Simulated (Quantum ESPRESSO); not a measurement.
# ZnSe (Stilleite) (F-43m) in Quantum ESPRESSO: further runs, part 2 of 2

Quantum ESPRESSO 7.5. Earlier steps stand in the parts before.

## (3) Phonons, PBE

File pw.in:

```
&CONTROL
  calculation = 'scf'
  prefix = 'pwscf'
  outdir = './tmp'
  pseudo_dir = './pseudo'
  tprnfor = .true.
  tstress = .true.
  disk_io = 'low'
/
&SYSTEM
  ibrav = 0
  A = 4.00759839
  nat = 2
  ntyp = 2
  ecutwfc = 86
  nbnd = 26
  occupations = 'smearing'
  smearing = 'fd'
  degauss = 0.00367493
/
&ELECTRONS
  conv_thr = 4d-10
  electron_maxstep = 120
  mixing_beta = 0.5
/
ATOMIC_SPECIES
Se    78.9710 Se.upf
Zn    65.3800 Zn.upf
CELL_PARAMETERS alat
   0.0000000000    0.7071067817    0.7071067817
   0.7071067817    0.0000000000    0.7071067817
   0.7071067817    0.7071067817    0.0000000000
ATOMIC_POSITIONS alat
Se     1.0606601726    1.0606601726    1.0606601726
Zn     0.0000000000    0.0000000000    0.0000000000
K_POINTS automatic
4 4 4 1 1 1
```

File gamma.in:

```
&CONTROL
  calculation = 'bands'
  prefix = 'pwscf'
  outdir = './tmp'
  pseudo_dir = './pseudo'
  disk_io = 'low'
  verbosity = 'high'
/
&SYSTEM
  ibrav = 0
  A = 4.00759839
  nat = 2
  ntyp = 2
  ecutwfc = 86
  nbnd = 26
  occupations = 'smearing'
  smearing = 'fd'
  degauss = 0.00367493
/
&ELECTRONS
  conv_thr = 1d-08
  electron_maxstep = 120
  mixing_beta = 0.5
  diago_full_acc = .true.
  startingwfc = 'random'
/
ATOMIC_SPECIES
Se    78.9710 Se.upf
Zn    65.3800 Zn.upf
CELL_PARAMETERS alat
   0.0000000000    0.7071067817    0.7071067817
   0.7071067817    0.0000000000    0.7071067817
   0.7071067817    0.7071067817    0.0000000000
ATOMIC_POSITIONS alat
Se     1.0606601726    1.0606601726    1.0606601726
Zn     0.0000000000    0.0000000000    0.0000000000
K_POINTS crystal
1
0.0 0.0 0.0 1
```

File scf2.in:

```
&CONTROL
  calculation = 'scf'
  prefix = 'pwscf'
  outdir = './tmp'
  pseudo_dir = './pseudo'
  tprnfor = .true.
  tstress = .true.
  disk_io = 'low'
/
&SYSTEM
  ibrav = 0
  A = 4.00759839
  nat = 2
  ntyp = 2
  ecutwfc = 86
  nbnd = 26
  occupations = 'fixed'
/
&ELECTRONS
  conv_thr = 1d-13
  electron_maxstep = 120
  mixing_beta = 0.5
  startingpot = 'file'
/
ATOMIC_SPECIES
Se    78.9710 Se.upf
Zn    65.3800 Zn.upf
CELL_PARAMETERS alat
   0.0000000000    0.7071067817    0.7071067817
   0.7071067817    0.0000000000    0.7071067817
   0.7071067817    0.7071067817    0.0000000000
ATOMIC_POSITIONS alat
Se     1.0606601726    1.0606601726    1.0606601726
Zn     0.0000000000    0.0000000000    0.0000000000
K_POINTS automatic
4 4 4 1 1 1
```

File ph.in:

```
phonons of ZnSe
&INPUTPH
  prefix = 'pwscf'
  outdir = './tmp'
  tr2_ph = 1d-18
  fildyn = 'dyn'
  niter_ph = 90
  alpha_mix(1) = 0.7
  epsil = True
/
0.0000000000 0.0000000000 0.0000000000
```

File dynmat.in:

```
&INPUT
  fildyn = 'dyn'
  asr = 'crystal'
  lperm = .true.
  filout = 'dynmat.disp'
  fileig = 'dynmat.eig'
/
```

File dynmat_lo.in:

```
&INPUT
  fildyn = 'dyn'
  asr = 'crystal'
  filout = 'dynmat_lo.disp'
  fileig = 'dynmat_lo.eig'
  q(1) = 0
  q(2) = 0
  q(3) = 1
/
```

Potentials or basis: Ansatz NC SR PBE.

Command:

```sh
> OMP_NUM_THREADS=1 mpirun -n 4 pw.x -nk 2 -in pw.in > pw.out
> OMP_NUM_THREADS=1 mpirun -n 4 pw.x -in gamma.in > gamma.out
> OMP_NUM_THREADS=1 mpirun -n 4 pw.x -nk 2 -in scf2.in > scf2.out
> OMP_NUM_THREADS=1 mpirun -n 4 ph.x -nk 2 -in ph.in > ph.out
> OMP_NUM_THREADS=1 mpirun -n 1 dynmat.x -in dynmat.in > dynmat.out
> OMP_NUM_THREADS=1 mpirun -n 1 dynmat.x -in dynmat_lo.in > dynmat_lo.out
```

pw.out:

```text
[... set-up lines left out ...]
     Self-consistent Calculation

     iteration #  1     ecut=    86.00 Ry     beta= 0.50
     Davidson diagonalization with overlap
     ethr =  1.00E-02,  avg # of iterations =  5.4

     Threshold (ethr) on eigenvalues was too large:
     Diagonalizing with lowered threshold

     Davidson diagonalization with overlap
     ethr =  1.90E-04,  avg # of iterations =  4.3

     total energy              =    -660.58486300 Ry
     estimated scf accuracy    <       0.06847471 Ry

     iteration #  2     ecut=    86.00 Ry     beta= 0.50
     Davidson diagonalization with overlap
     ethr =  1.90E-04,  avg # of iterations =  2.0
[... 50 lines left out ...]
     total energy              =    -660.60237282 Ry
     estimated scf accuracy    <          7.4E-10 Ry

     iteration # 10     ecut=    86.00 Ry     beta= 0.50
     Davidson diagonalization with overlap
     ethr =  2.06E-12,  avg # of iterations =  2.0

     End of self-consistent calculation

          k = 0.0884 0.0884 0.0884 (  4147 PWs)   bands (ev):

  -116.8192 -70.9772 -70.9772 -70.9772 -38.5339 -38.5339 -38.5339 -38.5292
   -38.5292  -4.7757   1.8534   1.8623   1.8623   2.2140   2.2140   7.0683
     8.2318   8.2318  10.6583  14.1387  14.4537  14.4537  19.0820  19.0820
    19.1846  20.8378

          k = 0.2652 0.2652-0.0884 (  4133 PWs)   bands (ev):

  -116.8192 -70.9772 -70.9772 -70.9772 -38.5339 -38.5338 -38.5338 -38.5292
   -38.5292  -4.3452   1.9186   1.9224   1.9677   2.2038   2.2354   4.8070
     6.9166   7.8571  11.8553  14.5854  14.9966  15.2585  18.1466  19.7372
    20.8096  22.9689

          k =-0.2652-0.2652 0.4419 (  4138 PWs)   bands (ev):

  -116.8192 -70.9772 -70.9772 -70.9772 -38.5339 -38.5338 -38.5337 -38.5292
   -38.5292  -4.0534   1.9351   1.9573   2.1912   2.2359   2.3564   3.3851
     6.8361   7.2868  11.7175  14.2745  15.3223  16.8048  19.3651  20.8206
    21.5319  22.4079
[... 15 lines left out ...]
          k =-0.0884-0.4419 0.6187 (  4141 PWs)   bands (ev):

  -116.8192 -70.9772 -70.9772 -70.9772 -38.5339 -38.5337 -38.5336 -38.5292
   -38.5291  -3.8594   1.9502   2.0372   2.1496   2.2248   2.4606   3.7140
     5.5091   6.3278  12.7605  13.9869  15.6659  17.4681  18.8323  21.6029
    22.5406  24.0468

          k = 0.0884-0.2652 0.4419 (  4138 PWs)   bands (ev):

  -116.8192 -70.9772 -70.9772 -70.9772 -38.5339 -38.5338 -38.5337 -38.5292
   -38.5291  -4.0658   1.9414   1.9729   2.1044   2.2278   2.2802   4.0419
     6.1152   7.1026  12.6485  13.9457  15.0919  16.6386  18.7788  20.9913
    22.0918  22.6778

          k =-0.6187 0.0884 0.0884 (  4135 PWs)   bands (ev):

  -116.8192 -70.9772 -70.9772 -70.9772 -38.5341 -38.5336 -38.5336 -38.5293
   -38.5291  -3.8646   1.8989   2.0757   2.0927   2.2551   2.3786   3.7929
     5.9169   6.3679  11.7129  12.5056  17.6968  18.5210  19.5075  22.0409
    22.7123  23.4810

          k = 0.2652 0.2652 0.2652 (  4158 PWs)   bands (ev):

  -116.8192 -70.9772 -70.9772 -70.9772 -38.5339 -38.5338 -38.5338 -38.5292
   -38.5292  -4.2217   1.9250   1.9250   2.1035   2.2262   2.2262   3.9019
     7.6254   7.6254  11.0158  14.8470  14.8470  16.4061  18.8287  19.9561
    19.9561  23.8416

          k =-0.2652-0.2652 0.7955 (  4137 PWs)   bands (ev):

  -116.8192 -70.9772 -70.9772 -70.9772 -38.5339 -38.5337 -38.5337 -38.5292
   -38.5291  -3.9413   1.9453   2.0022   2.1827   2.2217   2.4076   3.6429
     5.5869   7.0464  12.3363  14.5497  16.2973  16.5362  18.5407  19.5880
    22.5026  24.1003

     the Fermi energy is     9.6322 ev

!    total energy              =    -660.60237282 Ry
     estimated scf accuracy    <          3.0E-12 Ry
     smearing contrib. (-TS)   =      -0.00000000 Ry
     internal energy E=F+TS    =    -660.60237282 Ry

     The total energy is F=E-TS. E is the sum of the following terms:
     one-electron contribution =    -488.37553323 Ry
     hartree contribution      =     249.91244850 Ry
     xc contribution           =     -93.39615840 Ry
     ewald contribution        =    -328.74312970 Ry

     convergence has been achieved in  10 iterations

     Forces acting on atoms (cartesian axes, Ry/au):

     atom    1 type  1   force =     0.00000000   -0.00000000   -0.00000000
     atom    2 type  2   force =     0.00000000    0.00000000    0.00000000

     Total force =     0.000000     Total SCF correction =     0.000000

     Computing stress (Cartesian axis) and pressure

          total   stress  (Ry/bohr**3)                   (kbar)     P=       20.93
   0.00014229  -0.00000000  -0.00000000           20.93       -0.00       -0.00
  -0.00000000   0.00014229  -0.00000000           -0.00       20.93       -0.00
  -0.00000000  -0.00000000   0.00014229           -0.00       -0.00       20.93

=------------------------------------------------------------------------------=
   JOB DONE.
=------------------------------------------------------------------------------=
```

gamma.out:

```text
[... set-up lines left out ...]
     The potential is recalculated from file :

     Starting wfcs are random

     Band Structure Calculation
     Davidson diagonalization with overlap

     Computing kpt #:     1  of     1

     ethr =  2.78E-11,  avg # of iterations = 38.0

     End of band structure calculation

          k = 0.0000 0.0000 0.0000 (  4111 PWs)   bands (ev):

  -116.8192 -70.9771 -70.9771 -70.9771 -38.5339 -38.5339 -38.5339 -38.5292
   -38.5292  -4.8763   1.8465   1.8465   1.8465   2.2153   2.2153   8.3833
     8.3833   8.3833   9.6727  14.2002  14.2002  14.2002  18.3185  19.8755
    19.8755  21.4448

=------------------------------------------------------------------------------=
   JOB DONE.
=------------------------------------------------------------------------------=
```

scf2.out:

```text
[... set-up lines left out ...]
     Self-consistent Calculation

     iteration #  1     ecut=    86.00 Ry     beta= 0.50
     Davidson diagonalization with overlap
     ethr =  1.00E-05,  avg # of iterations = 13.3

[... 112 lines left out ...]
     Computing stress (Cartesian axis) and pressure

          total   stress  (Ry/bohr**3)                   (kbar)     P=       20.93
   0.00014225  -0.00000000   0.00000000           20.93       -0.00        0.00
  -0.00000000   0.00014225   0.00000000           -0.00       20.93        0.00
   0.00000000   0.00000000   0.00014225            0.00        0.00       20.93

=------------------------------------------------------------------------------=
   JOB DONE.
=------------------------------------------------------------------------------=
```

It took 7.7 min on 4 MPI ranks of Intel Xeon at 2.50GHz (Skylake/Cascade Lake), shared host; peak memory 0.32 GiB.

Results:

- Free energy: -8987.9532 eV
- Pressure after relaxing: 2.1 GPa
- Electronic dielectric tensor (diagonal): 7.36
- Born charges (mean of the diagonal): Se -2.07; Zn +2.05 e
- Highest phonon frequency at Γ, LO-TO splitting left out: 207 cm⁻¹
- Static dielectric tensor (diagonal): 10.35

Levels at points of the mesh, in eV from the valence-band top:
```
           k point  band 16  band 17  band 18  band 19  band 20  band 21
(0.12, 0.12, 0.12)    -1.16     0.00     0.00     2.43     5.91     6.22
```

Phonon frequencies in cm⁻¹ (negative: imaginary):
| q point | frequencies |
| --- | --- |
| (0.000, 0.000, 0.000) | -1 -1 -1 207 207 207 |

Electronic dielectric tensor:
```
7.36 0.00 0.00
0.00 7.36 0.00
0.00 0.00 7.36
```

Born effective charge tensors (e):
atom 1, Se
```
-2.07  0.00  0.00
 0.00 -2.07  0.00
 0.00  0.00 -2.07
```
atom 2, Zn
```
2.05 0.00 0.00
0.00 2.05 0.00
0.00 0.00 2.05
```

Optical modes at Γ, degenerate ones joined, polar ones without the macroscopic field:
| cm⁻¹ | components | symmetry | active in | IR intensity, summed ((D/Å)²/amu) |
| --- | --- | --- | --- | --- |
| 207 | 3 | T2 | IR and Raman | 8.23 |

Zone-centre frequencies without and with the macroscopic field along z (cm⁻¹):
|  | optical modes in rising order |
| --- | --- |
| without | 207 207 207 |
| with the field | 207 207 246 |

Static dielectric tensor, electrons and zone-centre modes:
```
10.35  0.00  0.00
 0.00 10.35  0.00
 0.00  0.00 10.35
```

Caveat: the mesh is thin for the dielectric tensor, Born charges and intensities, which usually come out too large.

## (4) Comparison with measurements

Step 2. A measured high-frequency dielectric constant of ZnSe is 5.9 (a printed reference work, textbook); the calculated 7.35 misses it by +24.6 %.

Step 3. Against the measured high-frequency dielectric constant of ZnSe, 5.9 (a printed reference work, textbook), the calculated 7.36 is off by +24.7 %.
